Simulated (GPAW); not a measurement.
# HfB2 (P6/mmm) in GPAW: notebook

One crystal, HfB2, is run at these levels: PBEsol+D3, PBEsol+D3(BJ), PBEsol+D3(BJ)+ATM, PBEsol+D4; tasks: relaxation of cell and atoms.

Program: GPAW 26.7.0. These are calculated values, not measurements. Logs are shortened: lines on timing, memory, paths and dates and some standing lists are left out, and cuts for length are marked. The log counts tension as positive stress, the text compression.

### 1 The structure

Symmetry: P6/mmm, No. 191, hexagonal system. Conventional cell: a = 3.140 Å, b = 3.140 Å, c = 3.480 Å, α = 90.00°, β = 90.00°, γ = 120.00°. Hf (site symmetry 6/mmm) is surrounded by 12 B at 2.51 Å. Around B (site symmetry -6m2) lie 3 B at 1.81 Å.

### 2 Relaxation of cell and atoms, PBEsol+D3

File run.py:

```python
from ase import Atoms
from ase.calculators.mixing import SumCalculator
from ase.filters import FrechetCellFilter
from ase.io import write
from ase.optimize import BFGS
from dftd3.ase import DFTD3
from gpaw import GPAW, PW, setup_paths

setup_paths.insert(0, '.')

atoms = Atoms(['Hf', 'B', 'B'],
              cell=[[3.14, 0.0, 0.0],
                    [-1.57, 2.7193197679, 0.0],
                    [0.0, 0.0, 3.48]],
              scaled_positions=[[0.0, 0.0, 0.0],
                                [0.6666666667, 0.3333333333, 0.5],
                                [0.3333333333, 0.6666666667, 0.5]],
              pbc=True)

calc = GPAW(mode=PW(800),
            xc='PBEsol',
            kpts={'size': (7, 7, 6), 'gamma': True},
            occupations={'name': 'fermi-dirac', 'width': 0.05},
            nbands=20,
            convergence={'density': 1e-05, 'forces': 0.0001},
            maxiter=150,
            txt='gpaw.txt')
atoms.calc = SumCalculator([calc, DFTD3(method='pbesol', damping='d3zero')])
opt = BFGS(FrechetCellFilter(atoms), trajectory='relax.traj', logfile='-')
done = opt.run(fmax=0.02, steps=60)
calc.write('gs.gpw')
write('result.traj', atoms)
print('Converged:', done)
print('Cell:', atoms.cell.cellpar().round(4))
print('Volume:', round(atoms.get_volume(), 4))
print(atoms.get_scaled_positions().round(5))
```

Potentials or basis: PAW data sets generated in the run's folder for this functional, pw.

The run is started by

```console
$ gpaw-setup -f PBEsol B Hf
$ OMP_NUM_THREADS=1 python run.py
```

gpaw.txt:

```text
__  _  _
 | _ |_)|_||  |
 |__||  | ||/\| - 26.7.0

Input parameters:
  mode=PW(ecut=800.0),
  convergence={'density': 1e-05, 'forces': 0.0001},
  kpts=MonkhorstPack(size=(7, 7, 6), gamma=True),
  maxiter=150,
  nbands=20,
  occupations=Occupations(name='fermi-dirac', width=0.05),
  xc=XC(name='PBEsol')

Diagonalizing LCAO Hamiltonian
Converting LCAO to pw mode

         B  B

       Hf

Atoms  # Å, Bohr magnetons
|   | symbol |         x |        y |        z |    initial magnetic moments |
|---|--------|-----------|----------|----------|-----------------------------|
| 0 |     Hf |  0.000000 | 0.000000 | 0.000000 | ( 0.0000,  0.0000,  0.0000) |
| 1 |      B |  1.570000 | 0.906440 | 1.740000 | ( 0.0000,  0.0000,  0.0000) |
| 2 |      B | -0.000000 | 1.812880 | 1.740000 | ( 0.0000,  0.0000,  0.0000) |

Unit cell  # Å
| periodic |         x |        y |        z |  lengths |     angles |
|----------|-----------|----------|----------|----------|------------|
|      yes |  3.140000 | 0.000000 | 0.000000 | 3.140000 |  90.000000 |
|      yes | -1.570000 | 2.719320 | 0.000000 | 3.140000 |  90.000000 |
|      yes |  0.000000 | 0.000000 | 3.480000 | 3.480000 | 120.000000 |

Number of symmetries: 24
Symmetry operations  # r_c * U_cc + t_c -> r_c
|    | kind |            matrix            |
|----|------|------------------------------|
|  0 |  σ   |  1, 1, 0,  0,-1, 0,  0, 0, 1 |
|  1 |  C2  |  1, 1, 0,  0,-1, 0,  0, 0,-1 |
|  2 |  C6  |  1, 1, 0, -1, 0, 0,  0, 0, 1 |
|  3 |  S6  |  1, 1, 0, -1, 0, 0,  0, 0,-1 |
|  4 |  E   |  1, 0, 0,  0, 1, 0,  0, 0, 1 |
|  5 |  σ   |  1, 0, 0,  0, 1, 0,  0, 0,-1 |
|  6 |  σ   |  1, 0, 0, -1,-1, 0,  0, 0, 1 |
|  7 |  C2  |  1, 0, 0, -1,-1, 0,  0, 0,-1 |
|  8 |  σ   |  0, 1, 0,  1, 0, 0,  0, 0, 1 |
|  9 |  C2  |  0, 1, 0,  1, 0, 0,  0, 0,-1 |
| 10 |  C3  |  0, 1, 0, -1,-1, 0,  0, 0, 1 |
| 11 |  S3  |  0, 1, 0, -1,-1, 0,  0, 0,-1 |
| 12 |  C6  |  0,-1, 0,  1, 1, 0,  0, 0, 1 |
| 13 |  S6  |  0,-1, 0,  1, 1, 0,  0, 0,-1 |
| 14 |  σ   |  0,-1, 0, -1, 0, 0,  0, 0, 1 |
| 15 |  C2  |  0,-1, 0, -1, 0, 0,  0, 0,-1 |
| 16 |  σ   | -1, 0, 0,  1, 1, 0,  0, 0, 1 |
| 17 |  C2  | -1, 0, 0,  1, 1, 0,  0, 0,-1 |
| 18 |  C2  | -1, 0, 0,  0,-1, 0,  0, 0, 1 |
| 19 |  i   | -1, 0, 0,  0,-1, 0,  0, 0,-1 |
| 20 |  C3  | -1,-1, 0,  1, 0, 0,  0, 0, 1 |
| 21 |  S3  | -1,-1, 0,  1, 0, 0,  0, 0,-1 |
| 22 |  σ   | -1,-1, 0,  0, 1, 0,  0, 0, 1 |
| 23 |  C2  | -1,-1, 0,  0, 1, 0,  0, 0,-1 |
[... 165 lines left out ...]
Fermi level: 12.346
Eigenvalues  # (at kpt = [0.000, 0.000, 0.000])
| band index |      eig [eV] | occ [0-2] |
|------------|---------------|-----------|
|          0 |       -48.989 |     2.000 |
|          1 |       -18.083 |     2.000 |
|          2 |       -17.582 |     2.000 |
|          3 |       -17.582 |     2.000 |
|          4 |        -1.168 |     2.000 |
|          5 |         9.510 |     2.000 |
[... 9 lines left out ...]
|         15 |        17.645 |     0.000 |
|         16 |        20.369 |     0.000 |
|        ... |               |           |
|         19 |        33.496 |     0.000 |

No gap
No difference between direct/indirect transitions

Stress tensor  # eV/Ang^3
|        x |        y |        z |
|----------|----------|----------|
| 0.019114 | 0.000000 | 0.000000 |
| 0.000000 | 0.019114 | 0.000000 |
| 0.000000 | 0.000000 | 0.026657 |

Forces  # eV/Ang
|        x |        y |       z |
|----------|----------|---------|
|  0.00000 | -0.00000 | 0.00000 |  # Hf   0
| -0.00000 |  0.00000 | 0.00000 |  # B    1
|  0.00000 | -0.00000 | 0.00000 |  # B    2

Interpolating wave functions to new cell

         B  B

       Hf

Atoms  # Å, Bohr magnetons
|   | symbol |         x |        y |        z |    initial magnetic moments |
|---|--------|-----------|----------|----------|-----------------------------|
| 0 |     Hf | -0.000000 | 0.000000 | 0.000000 | ( 0.0000,  0.0000,  0.0000) |
| 1 |      B |  1.567033 | 0.904727 | 1.736399 | ( 0.0000,  0.0000,  0.0000) |
| 2 |      B | -0.000000 | 1.809453 | 1.736399 | ( 0.0000,  0.0000,  0.0000) |

[... 32 lines left out ...]
| 21 |  S3  | -1,-1, 0,  1, 0, 0,  0, 0,-1 |
| 22 |  σ   | -1,-1, 0,  0, 1, 0,  0, 0, 1 |
| 23 |  C2  | -1,-1, 0,  0, 1, 0,  0, 0,-1 |
[... 163 lines left out ...]
Fermi level: 12.420
Eigenvalues  # (at kpt = [0.000, 0.000, 0.000])
| band index |      eig [eV] | occ [0-2] |
|------------|---------------|-----------|
|          0 |       -48.890 |     2.000 |
|          1 |       -17.989 |     2.000 |
|          2 |       -17.481 |     2.000 |
|          3 |       -17.481 |     2.000 |
|          4 |        -1.126 |     2.000 |
|          5 |         9.571 |     2.000 |
[... 9 lines left out ...]
|         15 |        17.762 |     0.000 |
|         16 |        20.484 |     0.000 |
|        ... |               |           |
|         19 |        33.680 |     0.000 |

No gap
No difference between direct/indirect transitions

Stress tensor  # eV/Ang^3
|         x |         y |        z |
|-----------|-----------|----------|
|  0.009577 | -0.000000 | 0.000000 |
| -0.000000 |  0.009577 | 0.000000 |
|  0.000000 |  0.000000 | 0.017865 |

Forces  # eV/Ang
|        x |        y |       z |
|----------|----------|---------|
|  0.00000 |  0.00000 | 0.00000 |  # Hf   0
|  0.00000 | -0.00000 | 0.00000 |  # B    1
| -0.00000 |  0.00000 | 0.00000 |  # B    2

Interpolating wave functions to new cell

         B  B

       Hf

Atoms  # Å, Bohr magnetons
|   | symbol |         x |         y |         z |    initial magnetic moments |
|---|--------|-----------|-----------|-----------|-----------------------------|
| 0 |     Hf | -0.000000 | -0.000000 | -0.000000 | ( 0.0000,  0.0000,  0.0000) |
| 1 |      B |  1.557032 |  0.898953 |  1.723741 | ( 0.0000,  0.0000,  0.0000) |
| 2 |      B | -0.000000 |  1.797906 |  1.723741 | ( 0.0000,  0.0000,  0.0000) |

Unit cell  # Å
| periodic |         x |         y |         z |  lengths |     angles |
|----------|-----------|-----------|-----------|----------|------------|
|      yes |  3.114064 |  0.000000 | -0.000000 | 3.114064 |  90.000000 |
|      yes | -1.557032 |  2.696858 | -0.000000 | 3.114064 |  90.000000 |
|      yes | -0.000000 | -0.000000 |  3.447481 | 3.447481 | 120.000000 |
[... 398 lines left out ...]
occupation numbers:
  Fermi-Dirac:
    width: 0.0500  # eV

poisson solver:
  ecut: 6400.0  # eV

xc functional:
  name: PBEsol with 2 nearest neighbor stencil

convergence criteria:
- Maximum integral of absolute [dens]ity change: 1e-05 electrons / valence electron
- Maximum change in the atomic [forces] across last 2 cycles: 0.0001 eV/Ang OR
Maximum error relative to the maximum force is below inf
- Maximum [total energy] change in last 3 cyles: 0.0005 eV / valence electron
- Maximum integral of absolute [eigenst]ate change: 4e-08 eV^2 / valence electron
maximum number of iterations: 150

SCF iterations
|iter     | |      energy | eigst |  dens |force |
|---------|-|-------------|-------|-------|------|
|iter:   1| |  -25.497443 | -4.33 |       |      |
|iter:   2| |  -25.497442 | -7.42c| -3.75 |      |
|iter:   3| |  -25.497438c| -6.79 | -3.78 |      |
|iter:   4| |  -25.497438c| -8.23c| -4.45 |      |
|iter:   5| |  -25.497438c| -7.97c| -4.87 |      |
|iter:   6| |  -25.497438c| -8.78c| -5.41c|      |
|iter:   7| |  -25.497438c| -9.68c| -6.37c|-16.05c|

Converged in 7 steps
Energy contributions relative to reference atoms: (reference = -411094.090009)

Energy contributions:
  Kinetic:          29.881054
  Coulomb:         -26.298240
  Zero:             -0.442000
  External:          0.000000
  Xc:              -28.636916
  Entropy:          -0.002671
  Spinorbit:         0.000000
  ----------------------------
  Free energy:     -25.498774
  Extrapolated:    -25.497438

dipole moment: (-5.634378, -9.759028, -12.472298)  # |e|*Ang

Fermi level: 12.675
Eigenvalues  # (at kpt = [0.000, 0.000, 0.000])
| band index |      eig [eV] | occ [0-2] |
|------------|---------------|-----------|
|          0 |       -48.552 |     2.000 |
|          1 |       -17.673 |     2.000 |
|          2 |       -17.140 |     2.000 |
|          3 |       -17.140 |     2.000 |
|          4 |        -0.981 |     2.000 |
|          5 |         9.781 |     2.000 |
[... 501 lines left out ...]
|          5 |         9.786 |     2.000 |
[... 9 lines left out ...]
|         15 |        18.113 |     0.000 |
|         16 |        20.850 |     0.000 |
|        ... |               |           |
|         19 |        34.341 |     0.000 |

No gap
No difference between direct/indirect transitions

Stress tensor  # eV/Ang^3
|         x |         y |         z |
|-----------|-----------|-----------|
| -0.021172 |  0.000000 |  0.000000 |
|  0.000000 | -0.021172 |  0.000000 |
|  0.000000 |  0.000000 | -0.016100 |

Forces  # eV/Ang
|        x |        y |       z |
|----------|----------|---------|
| -0.00000 |  0.00000 | 0.00000 |  # Hf   0
|  0.00000 | -0.00000 | 0.00000 |  # B    1
| -0.00000 |  0.00000 | 0.00000 |  # B    2

# Writing to gs.gpw (mode='')
```

Run time: 91 s. Hardware: 1 thread of Arm Neoverse V1, shared host; peak memory 0.24 GiB.

Results:

```
Free energy                            : -26.1351 eV
Relaxed volume                         : 9.66 Å³/atom
Relaxed cell                           : a = 3.117 Å, b = 3.117 Å, c = 3.444 Å, α = 90.00°, β = 90.00°, γ = 120.00°
Space group after relaxing (to 0.05 Å) : P6/mmm (No. 191)
Energy gained by relaxing              : 5.1 meV/atom
Ionic steps                            : 6
Pressure after relaxing                : -0.1 GPa
Band gap on the k mesh                 : none (metal or under the smearing width)
Dispersion energy per atom             : -0.212 eV
```

The path:
| step | energy change (eV) | largest force (eV/Å) | pressure (GPa) | volume (Å³) |
| --- | --- | --- | --- | --- |
| 1 | 0.0000 | 0.0000 | -6.63 | 29.71 |
| 2 | -0.0062 | 0.0000 | -5.16 | 29.54 |
| 3 | -0.0150 | 0.0000 | 0.15 | 28.95 |
| 4 | -0.0150 | 0.0000 | 0.02 | 28.97 |
| 5 | -0.0151 | 0.0000 | -0.15 | 28.98 |
| 6 | -0.0152 | 0.0000 | -0.12 | 28.98 |

Final structure:
```
Hf B
1.0
     3.11714    0.00000    0.00000
    -1.55857    2.69952    0.00000
     0.00000    0.00000    3.44363
Hf B
1 2
Cartesian
  0.0000 0.0000 0.0000
  1.5586 0.8998 1.7218
  0.0000 1.7997 1.7218
```

Levels at points of the mesh, in eV from the Fermi level:
| k point | band 6 | band 7 | band 8 | band 9 | band 10 | band 11 | band 12 | band 13 |
| --- | --- | --- | --- | --- | --- | --- | --- | --- |
| (0.00, 0.00, 0.00) | -2.89 | -2.78 | -2.78 | -2.52 | 4.29 | 4.29 | 5.00 | 5.00 |
| (0.00, 0.00, 0.50) | -8.25 | -0.99 | -0.99 | 0.46 | 0.46 | 1.18 | 1.18 | 2.51 |

Caveat: later steps reuse the first step's grids; pairwise dispersion overbinds metals, which lowers pressure and volume. Spin-orbit coupling is left out, which matters for the levels of Hf.

### 3 Relaxation of cell and atoms, PBEsol+D3(BJ)

Changes to run.py since step 2:

```diff
@@ -27,3 +27,3 @@
             txt='gpaw.txt')
-atoms.calc = SumCalculator([calc, DFTD3(method='pbesol', damping='d3zero')])
+atoms.calc = SumCalculator([calc, DFTD3(method='pbesol', damping='d3bj')])
 opt = BFGS(FrechetCellFilter(atoms), trajectory='relax.traj', logfile='-')
```

Potentials or basis: PAW data sets generated in the run's folder for this functional, pw.

The run is started by

```console
$ gpaw-setup -f PBEsol B Hf
$ OMP_NUM_THREADS=1 python run.py
```

It took 1.7 min on 1 thread of Arm Neoverse V1, shared host; peak memory 0.24 GiB.

It converged, with:

- Free energy: -26.5659 eV
- Relaxed volume: 9.56 Å³/atom
- Relaxed cell: a = 3.110 Å, b = 3.110 Å, c = 3.424 Å, α = 90.00°, β = 90.00°, γ = 120.00°
- Space group after relaxing (to 0.05 Å): P6/mmm (No. 191)
- Energy gained by relaxing: 10.1 meV/atom
- Ionic steps: 7
- Pressure after relaxing: -0.1 GPa
- Band gap on the k mesh: none (metal or under the smearing width)
- Dispersion energy per atom: -0.359 eV

Step by step:
| step | energy change (eV) | largest force (eV/Å) | pressure (GPa) | volume (Å³) |
| --- | --- | --- | --- | --- |
| 1 | 0.0000 | 0.0000 | -9.15 | 29.71 |
| 2 | -0.0120 | 0.0000 | -7.18 | 29.48 |
| 3 | -0.0297 | 0.0000 | 0.33 | 28.64 |
| 4 | -0.0298 | 0.0000 | 0.06 | 28.67 |
| 5 | -0.0301 | 0.0000 | -0.25 | 28.70 |
| 6 | -0.0302 | 0.0000 | -0.24 | 28.69 |
| 7 | -0.0302 | 0.0000 | -0.08 | 28.68 |

Final structure:
```yaml
crystal:
  lattice:
    - [3.10991, 0.00000, 0.00000]
    - [-1.55495, 2.69326, 0.00000]
    - [0.00000, 0.00000, 3.42364]
  atoms:
    - { symbol: Hf, position: [0.00000, 0.00000, 0.00000] }
    - { symbol: B, position: [0.66667, 0.33333, 0.50000] }
    - { symbol: B, position: [0.33333, 0.66667, 0.50000] }
```

Levels at points of the mesh, in eV from the Fermi level:
```csv
k point,band 5,band 6,band 7,band 8,band 9,band 10,band 11,band 12,band 13,band 14
"(0.00, 0.00, 0.00)",-13.72,-2.91,-2.83,-2.83,-2.49,4.34,4.34,5.08,5.08,5.31
"(0.00, 0.00, 0.50)",-11.13,-8.29,-1.01,-1.01,0.42,0.42,1.18,1.18,2.60,5.40
```

Caveat: later steps reuse the first step's grids; pairwise dispersion overbinds metals, which lowers pressure and volume. The run has no spin-orbit coupling, so splittings on Hf are missing.

### 4 Relaxation of cell and atoms, PBEsol+D3(BJ)+ATM

Changes to run.py since step 3:

```diff
@@ -27,3 +27,3 @@
             txt='gpaw.txt')
-atoms.calc = SumCalculator([calc, DFTD3(method='pbesol', damping='d3bj')])
+atoms.calc = SumCalculator([calc, DFTD3(damping='d3bj', params_tweaks=dict(method='pbesol', atm=True))])
 opt = BFGS(FrechetCellFilter(atoms), trajectory='relax.traj', logfile='-')
```

The run is started by

```console
$ gpaw-setup -f PBEsol B Hf
$ OMP_NUM_THREADS=1 python run.py
```

Wall time 99 s (1 thread of Arm Neoverse V1, shared host); peak memory 0.24 GiB.

Results (log left out):

```yaml
Free_energy: -26.4667 eV
Relaxed_volume: 9.60 Å³/atom
Relaxed_cell: a = 3.114 Å, b = 3.114 Å, c = 3.430 Å, α = 90.00°, β = 90.00°, γ = 120.00°
Space_group_after_relaxing_to_0.05_Å: P6/mmm (No. 191)
Energy_gained_by_relaxing: 8.0 meV/atom
Ionic_steps: 6
Pressure_after_relaxing: -0.2 GPa
Band_gap_on_the_k_mesh: none (metal or under the smearing width)
Dispersion_energy_per_atom: -0.324 eV
```

Stress tensor (GPa, compression positive):
```
-0.14  0.00  0.00
 0.00 -0.14  0.00
 0.00  0.00 -0.30
```

Step by step:
```tsv
step	energy change (eV)	largest force (eV/Å)	pressure (GPa)	volume (Å³)
1	0.0000	0.0000	-8.16	29.71
2	-0.0095	0.0000	-6.38	29.50
3	-0.0234	0.0000	0.28	28.76
4	-0.0235	0.0000	0.07	28.78
5	-0.0238	0.0000	-0.24	28.81
6	-0.0239	0.0000	-0.19	28.80
```

Final structure:
```cif
data_structure
_symmetry_space_group_name_H-M 'P 1'
_symmetry_Int_Tables_number 1
_cell_length_a 3.1137
_cell_length_b 3.1137
_cell_length_c 3.4304
_cell_angle_alpha 90.000
_cell_angle_beta 90.000
_cell_angle_gamma 120.000
_cell_volume 28.80
loop_
_atom_site_label
_atom_site_type_symbol
_atom_site_fract_x
_atom_site_fract_y
_atom_site_fract_z
_atom_site_occupancy
Hf1 Hf 0.00000 0.00000 0.00000 1
B1 B 0.66667 0.33333 0.50000 1
B2 B 0.33333 0.66667 0.50000 1
```

Levels at points of the mesh, in eV from the Fermi level:
```
           k point  band 6  band 7  band 8  band 9  band 10  band 11  band 12  band 13
(0.00, 0.00, 0.00)   -2.90   -2.82   -2.82   -2.50     4.32     4.32     5.05     5.05
(0.00, 0.00, 0.50)   -8.28   -1.00   -1.00    0.43     0.43     1.18     1.18     2.58
```

Caveat: later steps reuse the first step's grids; pairwise dispersion overbinds metals, which lowers pressure and volume. Spin-orbit coupling is left out, which matters for the levels of Hf.

### 5 Relaxation of cell and atoms, PBEsol+D4

Changes to run.py since step 4:

```diff
@@ -5,3 +5,3 @@
 from ase.optimize import BFGS
-from dftd3.ase import DFTD3
+from dftd4.ase import DFTD4
 from gpaw import GPAW, PW, setup_paths
@@ -27,3 +27,3 @@
             txt='gpaw.txt')
-atoms.calc = SumCalculator([calc, DFTD3(damping='d3bj', params_tweaks=dict(method='pbesol', atm=True))])
+atoms.calc = SumCalculator([calc, DFTD4(method='pbesol')])
 opt = BFGS(FrechetCellFilter(atoms), trajectory='relax.traj', logfile='-')
```

The run is started by

```console
$ gpaw-setup -f PBEsol B Hf
$ OMP_NUM_THREADS=1 python run.py
```

It took 3 min on 1 thread of Arm Neoverse V1, shared host; peak memory 0.3 GiB.

Results (log left out):

| Quantity | Value |
| --- | --- |
| Free energy | -26.0498 eV |
| Relaxed volume | 9.65 Å³/atom |
| Relaxed cell | a = 3.121 Å, b = 3.121 Å, c = 3.431 Å, α = 90.00°, β = 90.00°, γ = 120.00° |
| Space group after relaxing (to 0.05 Å) | P6/mmm (No. 191) |
| Energy gained by relaxing | 5.7 meV/atom |
| Ionic steps | 6 |
| Pressure after relaxing | -0.1 GPa |
| Band gap on the k mesh | none (metal or under the smearing width) |
| Dispersion energy per atom | -0.184 eV |

Step by step:
| step | energy change (eV) | largest force (eV/Å) | pressure (GPa) | volume (Å³) |
| --- | --- | --- | --- | --- |
| 1 | 0.0000 | 0.0000 | -6.72 | 29.71 |
| 2 | -0.0066 | 0.0000 | -5.27 | 29.54 |
| 3 | -0.0165 | 0.0000 | 0.29 | 28.91 |
| 4 | -0.0166 | 0.0000 | 0.15 | 28.93 |
| 5 | -0.0171 | 0.0000 | -0.18 | 28.95 |
| 6 | -0.0171 | 0.0000 | -0.07 | 28.94 |

Final structure:
```yaml
crystal:
  lattice:
    - [3.12102, 0.00000, 0.00000]
    - [-1.56051, 2.70288, 0.00000]
    - [0.00000, 0.00000, 3.43056]
  atoms:
    - { symbol: Hf, position: [0.00000, 0.00000, 0.00000] }
    - { symbol: B, position: [0.66667, 0.33333, 0.50000] }
    - { symbol: B, position: [0.33333, 0.66667, 0.50000] }
```

Levels at points of the mesh, in eV from the Fermi level:
```
           k point  band 6  band 7  band 8  band 9  band 10  band 11  band 12  band 13
(0.00, 0.00, 0.00)   -2.88   -2.83   -2.83   -2.49     4.29     4.29     5.04     5.04
(0.00, 0.00, 0.50)   -8.26   -1.02   -1.02    0.39     0.39     1.17     1.17     2.60
```

Caveat: later steps reuse the first step's grids; pairwise dispersion overbinds metals, which lowers pressure and volume.

### 6 Summary

```csv
level,gap on the mesh (eV),pressure (GPa),relaxed volume (Å³/atom)
PBEsol+D3,none,-0.1,9.66
PBEsol+D3(BJ),none,-0.1,9.56
PBEsol+D3(BJ)+ATM,none,-0.2,9.60
PBEsol+D4,none,-0.1,9.65
```

Alike in all rows: task relaxation of cell and atoms; potentials or basis PAW data sets generated in the run's folder for this functional, pw; no spin polarisation; cell relaxed; k mesh 7 × 7 × 6; cutoff (eV) 800; smearing fermi-dirac 0.05 eV.

Caveats: later steps reuse the first step's grids; pairwise dispersion overbinds metals, which lowers pressure and volume.

Absolute energies hang on the potentials; compare differences alone.
